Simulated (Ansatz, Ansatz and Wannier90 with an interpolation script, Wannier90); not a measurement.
# PbS (Galena): what limits a Wannier interpolation of GW, part 2 of 2

How do the Wannier model and the GW settings move the interpolated bands of PbS (Galena)?

Wannier90 4.0.3; maximally localised Wannier functions from the overlaps of r2SCAN states (plane waves, PAW). Known limits of the many-body steps: not at the basis limit; model gap, bands may invert with spin-orbit coupling; no spin-orbit coupling; coarse k mesh.

So far. Step 2 (Wannier model on 12×12×12, by Wannier90): Near the gap the model misses directly solved bands by 1.4 meV r.m.s. and by 6 meV at most in the window tested. This tests the starting bands, not the corrections carried with them. Step 3 (Wannier model on 12×12×12, by the program's own …): Near the gap the model misses directly solved bands by 1.4 meV r.m.s. and by 6 meV at most in the window tested. This tests the starting bands, not the corrections carried with them.

The database entry behind the starting cell differs from later determinations by our own check (about 0.1 % short), so it need not match the best structure at ambient conditions.

## (4) Wannier model on 6×6×6, by Wannier90

This step: maximally localised Wannier functions from the overlaps of r2SCAN states (plane waves, PAW).

File w.win:

```
num_iter = 1200
conv_tol = 1.0e-8
conv_window = 5
dis_num_iter = 4000
dis_conv_tol = 1.0e-8
dis_mix_ratio = 0.7
write_hr = true
use_ws_distance = false
num_print_cycles = 50
! ansatz wannier90 interface
! projections by site (counted from 0) and shell: 0 6P, 1 3P
! states of the run's bands (counted from 1): 1-14
num_bands = 14
num_wann  = 6
dis_win_min = 2.79
dis_win_max = 15.42
dis_froz_min = 2.79
dis_froz_max = 10.46
guiding_centres = true

begin unit_cell_cart
Ang
                      0.0                  2.96575                  2.96575
                  2.96575                      0.0                  2.96575
                  2.96575                  2.96575                      0.0
end unit_cell_cart

begin atoms_frac
Pb                       0.0                      0.0                      0.0
S                        0.5                      0.5                      0.5
end atoms_frac

mp_grid = 6 6 6

[... the mesh's points ...]
```

Launch:

```
> OMP_NUM_THREADS=1 mpirun -n 8 wannier90.x w > wannier90.x.log
```

Numbers of over 12 decimals in the logs are rounded to 6 here.

Output:

```text
[banner, memory and clock lines left out]
TEM
                                    ------

                              Lattice Vectors (Ang)
                    a_1     0.000000   2.965750   2.965750
                    a_2     2.965750   0.000000   2.965750
                    a_3     2.965750   2.965750   0.000000

                   Unit Cell Volume:      52.17153  (Ang^3)

                        Reciprocal-Space Vectors (Ang^-1)
                    b_1    -1.059291   1.059291   1.059291
                    b_2     1.059291  -1.059291   1.059291
                    b_3     1.059291   1.059291  -1.059291

 *----------------------------------------------------------------------------*
 |   Site       Fractional Coordinate          Cartesian Coordinate (Ang)     |
 +----------------------------------------------------------------------------+
 | pb   1   0.00000   0.00000   0.00000   |    0.00000   0.00000   0.00000    |
 | s    1   0.50000   0.50000   0.50000   |    2.96575   2.96575   2.96575    |
 *----------------------------------------------------------------------------*
                                ------------
                                K-POINT GRID
                                ------------

             Grid size =  6 x  6 x  6      Total points =  216

 *---------------------------------- MAIN ------------------------------------*
 |  Number of Wannier Functions               :                 6             |
 |  Number of Objective Wannier Functions     :                 6             |
 |  Number of input Bloch states              :                14             |
 |  Output verbosity (1=low, 5=high)          :                 1             |
 |  Timing Level (1=low, 5=high)              :                 1             |
[...]
Sum of centres and spreads (  8.897250,  8.897250,  8.897250 )    18.87187297

      1    -0.440E-01     0.1740589867       18.8718729714       0.02  <-- CONV
        O_D=      0.0000000 O_OD=      1.0745806 O_TOT=     18.8718730 <-- SPRD
 Delta: O_D=  0.2939187E-23 O_OD= -0.4402031E-01 O_TOT= -0.4402031E-01 <-- DLTA

             <<<     Delta < 1.000E-08  over  5 iterations     >>>
             <<< Wannierisation convergence criteria satisfied >>>

 Final State
[...]
WF centre and spread    5  (  2.965750,  2.965750,  2.965750 )     2.29062650
  WF centre and spread    6  (  2.965750,  2.965750,  2.965750 )     2.29062650
  Sum of centres and spreads (  8.897250,  8.897250,  8.897250 )    18.83427887

         Spreads (Ang^2)       Omega I      =    17.797292341
        ================       Omega D      =     0.000000000
                               Omega OD     =     1.036986531
    Final Spread (Ang^2)       Omega Total  =    18.834278872

 Writing checkpoint file w.chk... done

 *---------------------------------------------------------------------------*
 |                               PLOTTING                                    |
 *---------------------------------------------------------------------------*

 *===========================================================================*
 |                             TIMING INFORMATION                            |
 *===========================================================================*
 |    Tag                                                Ncalls      Time (s)|
 |---------------------------------------------------------------------------|
 |kmesh: get                                        :         1         0.048|
 |overlap: read                                     :         1         0.186|
 |dis: main                                         :         1         0.013|
 |wann: main                                        :         1         0.030|
 |plot: main                                        :         1         0.014|
 *---------------------------------------------------------------------------*
 All done: wannier90 exiting
```

It took 0.94 s on 8 MPI ranks of Arm Neoverse V2, shared host.

Numbers from this step:

| Property | Result |
| --- | --- |
| gauge-invariant spread | 17.80 Å² |
| diagonal spread | 0 Å² |
| off-diagonal spread | 1.037 Å² |
| total spread | 18.83 Å² |
| disentanglement steps | 15 |
| r.m.s. interpolation error | 0.01252 eV |
| r.m.s. error near the gap | 0.01977 eV |

Near the gap the model misses directly solved bands by 19.8 meV r.m.s. and by 45 meV at most in the window tested. This tests the starting bands, not the corrections carried with them.

Frozen up to 2.11 eV; above it the model need not follow the bands. The electronic bands at the labelled points (eV, zero at the valence-band top; v1 is the highest filled band, c1 the lowest empty one):

| point | v3 | v2 | v1 | c1 | c2 | c3 |
| --- | --- | --- | --- | --- | --- | --- |
| Γ | -2.35 | -2.35 | -2.35 | 5.55 | 5.55 | 5.55 |
| halfway | -3.02 | -3.02 | -1.79 | 2.73 | 5.26 | 5.26 |
| X | -5.41 | -3.63 | -3.63 | 5.99 | 6.08 | 6.08 |
| halfway | -5.28 | -3.50 | -3.32 | 4.96 | 5.50 | 5.82 |
| U | -4.96 | -3.12 | -2.59 | 3.49 | 4.38 | 5.41 |
| jump to K | -4.96 | -3.12 | -2.59 | 3.49 | 4.38 | 5.41 |
| halfway | -3.29 | -1.88 | -0.64 | 1.72 | 2.73 | 4.41 |
| Γ | -2.35 | -2.35 | -2.35 | 5.55 | 5.55 | 5.55 |
| halfway | -2.17 | -2.17 | -1.18 | 2.54 | 3.42 | 3.42 |
| L | -1.95 | -1.95 | 0.00 | 0.61 | 2.16 | 2.16 |
| halfway | -3.60 | -3.16 | -1.07 | 1.83 | 3.71 | 4.35 |
| W | -4.63 | -4.63 | -1.16 | 2.38 | 4.89 | 4.89 |
| halfway | -5.18 | -3.95 | -2.54 | 4.38 | 4.80 | 5.67 |
| X | -5.41 | -3.63 | -3.63 | 5.99 | 6.08 | 6.08 |

The same for Kohn-Sham, solved directly:

| point | v3 | v2 | v1 | c1 | c2 | c3 |
| --- | --- | --- | --- | --- | --- | --- |
| Γ | -2.35 | -2.35 | -2.35 | 5.55 | 5.55 | 5.55 |
| X | -5.40 | -3.63 | -3.63 | 4.12 | 5.99 | 6.08 |
| U | -4.98 | -3.12 | -2.58 | 3.61 | 4.41 | 5.41 |
| K | -4.98 | -3.12 | -2.58 | 3.61 | 4.41 | 5.41 |
| Γ | -2.35 | -2.35 | -2.35 | 5.55 | 5.55 | 5.55 |
| L | -1.95 | -1.95 | 0.00 | 0.61 | 2.16 | 2.16 |
| W | -4.62 | -4.62 | -1.13 | 2.45 | 4.99 | 4.99 |
| X | -5.40 | -3.63 | -3.63 | 4.12 | 5.99 | 6.08 |

The first set of electronic bands as a text plot (rows in eV, shown from -5.4 to 2.2 only):

```
    2.0 |                    ++              +   +     ++
    1.7 |                       +             +      ++
    1.4 |                      +                    +
    1.1 |                                      +   +
    0.7 |                                       +++
    0.4 |
    0.1 |                                        *
   -0.2 |                                       * *
   -0.5 |                      **             **   *
   -0.8 |                        *           *      **
   -1.1 |   ***              **             *         ******
   -1.5 |                   *     **       *
   -1.8 |  *   *                *   *     *                 *
   -2.1 | *                * *** *****   * *********         *
   -2.4 |***                *       *******        **
   -2.7 |   *** *        ***      **                **
   -3.0 |      *        * *      *                    *       *
   -3.4 |       **     ***      *                    *         *
   -3.7 |        ******        *                      **       **
   -4.0 |                    **                        **    **
   -4.3 |                   *                           *   *
   -4.6 |         **       *                             ***
   -4.9 |                **                                 *
   -5.2 |           *****                                    ****
         Γ           X  U|K            Γ         L        W     X
```

## (5) G0W0: 6×6×6 mesh, 239 empty bands, screening to 160 eV

Now the one-shot GW correction: screening in the RPA, then the self-energy of the levels asked for.

This step: G0W0 on r2SCAN, plane waves, PAW.

File input.yaml:

```yaml
crystal:
  lattice:
    - [0.0, 2.96575, 2.96575]
    - [2.96575, 0.0, 2.96575]
    - [2.96575, 2.96575, 0.0]
  atoms:
    - { symbol: Pb, position: [0.0, 0.0, 0.0] }
    - { symbol: S, position: [0.5, 0.5, 0.5] }
kpoints:
  mp_grid: { grid: [6, 6, 6] }
hamiltonian:
  xc: r2scan
scf:
  occupations: { method: fixed }
gw:
  n_empty_bands: 239
  ecut_chi: 160.0
  qp_bands: [v3, c1]
  screening: { model: contour_deformation }
```

Launch:

```
> ansatz run input.yaml --threads 12 --pin off --max-ram 22118MiB --backend cpu --events-out ev --progress --plain --runs-dir out
```

Output:

```text
[...]
Crystal: 2 atoms, lattice volume = 52.172 Å³
Basis set: ecut = 500 eV, 1363 PW (Γ), exchange–correlation on 128×128×128 points (64 copies of the dense FFT grid, shifted against one another)
Bands: 14, of which v1, the nominal top of the filled ones, is band 10 counted from 1 (9 counted from 0)
Symmetry: 48 space group operations
[...]
k-points: 16 of 216
[...]
1    11     12.0423    -8.0909    -4.2674   -12.2814  0.7527    11.9657    11.9654  root
[...]
15     8      3.3125   -16.0926     3.3620   -12.4426  0.6694     3.0185     3.0244  root
    15     9      4.1807   -16.4290     3.0164   -13.1083  0.6839     3.8700     3.8764  root
    15    10      6.4276   -17.2118     1.8111   -15.0769  0.7275     6.0965     6.1038  root
    15    11     11.7874    -9.1691    -4.0518   -13.2101  0.7502    11.7766    11.7766  root
[key lines of the parts left out:]
SCF converged after 6 iterations
Free energy (F): -12827.998979 eV
Fermi energy:    8.344875 eV
```

The job ended after 54 s (12 threads; peak memory 1.6 GiB).

The G0W0 gap on the mesh is 0.757 eV.

## (6) G0W0: 3×3×3 mesh, 239 empty bands, screening to 160 eV

Edit input.yaml of step 5 so:

```diff
@@ -9,3 +9,3 @@
 kpoints:
-  mp_grid: { grid: [6, 6, 6] }
+  mp_grid: { grid: [3, 3, 3] }
 hamiltonian:
```

Output:

```text
[...]
Crystal: 2 atoms, lattice volume = 52.172 Å³
Basis set: ecut = 500 eV, 1363 PW (Γ), exchange–correlation on 128×128×128 points (64 copies of the dense FFT grid, shifted against one another)
Bands: 14, of which v1, the nominal top of the filled ones, is band 10 counted from 1 (9 counted from 0)
Symmetry: 48 space group operations
[...]
k-points: 4 of 27
[...]
1    11     10.0231    -8.6058    -3.6246   -12.2079  0.7860    10.0005    10.0005  root
[...]
3     8      3.6478   -16.2186     3.1123   -12.7191  0.7342     3.2265     3.2607  root
     3     9      5.5476   -17.1387     2.3652   -14.3359  0.7295     5.1063     5.1101  root
     3    10      6.3178   -16.4589     1.4136   -14.5581  0.7558     5.8264     5.8306  root
     3    11     11.2435    -9.2561    -3.8166   -13.1135  0.7741    11.2844    11.2843  root
[key lines of the parts left out:]
SCF converged after 6 iterations
Free energy (F): -12828.098470 eV
Fermi energy:    7.595946 eV
```

Elapsed: 3.5 s, on 12 threads; peak memory 0.75 GiB.

The G0W0 gap on the mesh is 2.865 eV.

## (7) G0W0: 12×12×12 mesh, 84 empty bands, screening to 80 eV

input.yaml, the sections that differ from step 6:

```yaml
kpoints:
  mp_grid: { grid: [12, 12, 12] }
gw:
  n_empty_bands: 84
  ecut_chi: 80
  qp_bands: [v3, c1]
  screening: { model: contour_deformation }
# crystal, hamiltonian, scf: as in step 6
```

Output:

```text
[...]
Crystal: 2 atoms, lattice volume = 52.172 Å³
Basis set: ecut = 500 eV, 1363 PW (Γ), exchange–correlation on 128×128×128 points (64 copies of the dense FFT grid, shifted against one another)
Bands: 14, of which v1, the nominal top of the filled ones, is band 10 counted from 1 (9 counted from 0)
Symmetry: 48 space group operations
[...]
k-points: 72 of 1728
[...]
1    11     13.2064    -8.1479    -4.4111   -12.7572  0.7491    13.4059    13.4046  root
[...]
71     8      3.7235   -16.2301     3.3510   -12.7408  0.6850     3.5846     3.5852  root
    71     9      3.7235   -16.2301     3.3510   -12.7408  0.6850     3.5846     3.5852  root
    71    10      7.2182   -17.8285     1.8049   -16.0082  0.7517     7.2028     7.2028  root
    71    11     10.7958    -8.6168    -3.5162   -12.3465  0.7857    11.0102    11.0093  root
[key lines of the parts left out:]
SCF converged after 6 iterations
Free energy (F): -12827.997517 eV
Fermi energy:    8.346762 eV
```

Wall time 11 min (12 threads); peak memory 0.86 GiB.

The G0W0 gap on the mesh is 0.618 eV.

## (8) G0W0: 6×6×6 mesh, 111 empty bands, screening to 96 eV

input.yaml, the sections that differ from step 7:

```yaml
kpoints:
  mp_grid: { grid: [6, 6, 6] }
gw:
  n_empty_bands: 111
  ecut_chi: 96
  qp_bands: [v3, c1]
  screening: { model: contour_deformation }
# crystal, hamiltonian, scf: as in step 7
```

Output:

```text
[...]
Crystal: 2 atoms, lattice volume = 52.172 Å³
Basis set: ecut = 500 eV, 1363 PW (Γ), exchange–correlation on 128×128×128 points (64 copies of the dense FFT grid, shifted against one another)
Bands: 14, of which v1, the nominal top of the filled ones, is band 10 counted from 1 (9 counted from 0)
Symmetry: 48 space group operations
[...]
k-points: 16 of 216
[...]
1    11     12.0423    -8.0909    -4.1148   -12.2814  0.7544    12.1183    12.1181  root
[...]
15     8      3.3125   -16.0926     3.4743   -12.4426  0.6717     3.1352     3.1368  root
    15     9      4.1807   -16.4290     3.1463   -13.1083  0.6823     4.0047     4.0063  root
    15    10      6.4276   -17.2118     1.9954   -15.0769  0.7290     6.2871     6.2880  root
    15    11     11.7874    -9.1691    -3.8850   -13.2101  0.7507    11.9448    11.9435  root
[key lines of the parts left out:]
SCF converged after 6 iterations
Free energy (F): -12827.998979 eV
Fermi energy:    8.344875 eV
```

It took 18 s on 12 threads; peak memory 0.77 GiB.

The G0W0 gap on the mesh is 0.642 eV.

## (9) G0W0: 6×6×6 mesh, 239 empty bands, screening to 160 eV, plasmon pole

Edit input.yaml of step 8 so:

```diff
@@ -15,5 +15,5 @@
 gw:
-  n_empty_bands: 111
-  ecut_chi: 96
+  n_empty_bands: 239
+  ecut_chi: 160.0
   qp_bands: [v3, c1]
-  screening: { model: contour_deformation }
+  screening: { model: godby_needs }
```

Output:

```text
[...]
Crystal: 2 atoms, lattice volume = 52.172 Å³
Basis set: ecut = 500 eV, 1363 PW (Γ), exchange–correlation on 128×128×128 points (64 copies of the dense FFT grid, shifted against one another)
Bands: 14, of which v1, the nominal top of the filled ones, is band 10 counted from 1 (9 counted from 0)
Symmetry: 48 space group operations
[...]
k-points: 16 of 216
[...]
1    11     12.0423    -8.0909    -4.1986   -12.2814  0.8009    12.0343    12.0343  root
[...]
15     8      3.3125   -16.0926     3.1554   -12.4426  0.7634     2.8143     2.8179  root
    15     9      4.1807   -16.4290     2.8745   -13.1083  0.7687     3.7323     3.7345  root
    15    10      6.4276   -17.2118     1.8114   -15.0769  0.7793     6.1034     6.1040  root
    15    11     11.7874    -9.1691    -3.9808   -13.2101  0.8001    11.8476    11.8476  root
[key lines of the parts left out:]
SCF converged after 6 iterations
Free energy (F): -12827.998979 eV
Fermi energy:    8.344875 eV
```

Run time: 66 s. Hardware: 12 threads; peak memory 1.6 GiB.

The G0W0 gap on the mesh is 0.682 eV.

## (10) Interpolated results

Times are wall times on 12 threads of Arm Neoverse V2, shared host, good to a factor of about two.

| GW mesh | empty bands | cutoff (eV) | frequency | gap on mesh (eV) | gap over zone (eV) | direct gap (eV) | valence width (eV) | GW time |
| --- | --- | --- | --- | --- | --- | --- | --- | --- |
| 6×6×6 | 239 | 160 | contour deformation | 0.757 | 0.757 | 0.757 | 5.360 | 54 s |
| 3×3×3 | 239 | 160 | contour deformation | 2.865 | 0.820 | 0.820 | 5.536 | 3.5 s |
| 12×12×12 | 84 | 80 | contour deformation | 0.618 | 0.619 | 0.619 | 5.556 | 11 min |
| 6×6×6 | 111 | 96 | contour deformation | 0.642 | 0.642 | 0.642 | 5.497 | 18 s |
| 6×6×6 | 239 | 160 | plasmon pole | 0.682 | 0.682 | 0.682 | 5.680 | 66 s |

## (11) Results

```yaml
6x6x6_mesh_239_empty_bands_screening_to_160_ev: 0.76 eV
3x3x3_mesh_239_empty_bands_screening_to_160_ev: 0.82 eV
12x12x12_mesh_84_empty_bands_screening_to_80_ev: 0.62 eV
6x6x6_mesh_111_empty_bands_screening_to_96_ev: 0.64 eV
6x6x6_mesh_239_empty_bands_screening_to_160_ev_plasmon_pole: 0.68 eV
```

In words: The largest change, −0.14 eV in the gap over the zone, comes with 12×12×12 mesh, 84 empty bands, screening to 80 eV. The first run is a reference, not a converged one, and where a row moves several settings no single cause can be named. Rows on another GW mesh add that mesh's corrections to the bands of the one model. The program's own minimiser ends at the same spread as the first model, 19.9 Å², from the same trial orbitals; this need not be the lowest minimum. Coarser Wannier mesh (6×6×6): the miss near the gap goes from 1 (the model on 12×12×12) to 20 meV and the total spread from 19.9 to 18.8 Å². With 3×3×3 mesh, 239 empty bands, screening to 160 eV the gap over the zone moves by +0.06 eV and that on the mesh by +2.11 eV. With 12×12×12 mesh, 84 empty bands, screening to 80 eV the gap over the zone moves by −0.14 eV and that on the mesh by −0.14 eV. With 6×6×6 mesh, 111 empty bands, screening to 96 eV the gap over the zone moves by −0.11 eV and that on the mesh by −0.12 eV. With 6×6×6 mesh, 239 empty bands, screening to 160 eV, plasmon pole the gap over the zone moves by −0.07 eV and that on the mesh by −0.08 eV. Gaps over the zone and on the mesh differ where an edge lies off the mesh, or where a GW run starts from another density: the starting gap over the zone is 0.612 eV, on the GW meshes it is 0.612 eV, 2.427 eV and 0.610 eV. Where an edge is built on 6p states of lead, bismuth or thallium, scalar-relativistic gaps usually stand too wide, by a few tenths to over one eV. With atoms this heavy and so narrow a gap, spin-orbit coupling can invert the bands. These scalar-relativistic gaps are then model values, not to be set against experiment, and a spin-orbit change taken from DFT can't simply be added.

[Paths, hosts, dates, memory and timing lines, banners, echoed tables and standing remarks are left out of the program output.]

[Logs are printed without paths, hosts, clocks, repeated set-up lines and the standing remarks that a program may print on its own settings, such as how far it seeks lower states.]

[Runs of the session that timed out or met a known fault of the program may be left out.]

[Hosts, paths, dates, database ids (printed as entryN), source tags and the programs' standing remarks are cut or masked in the printed files.]
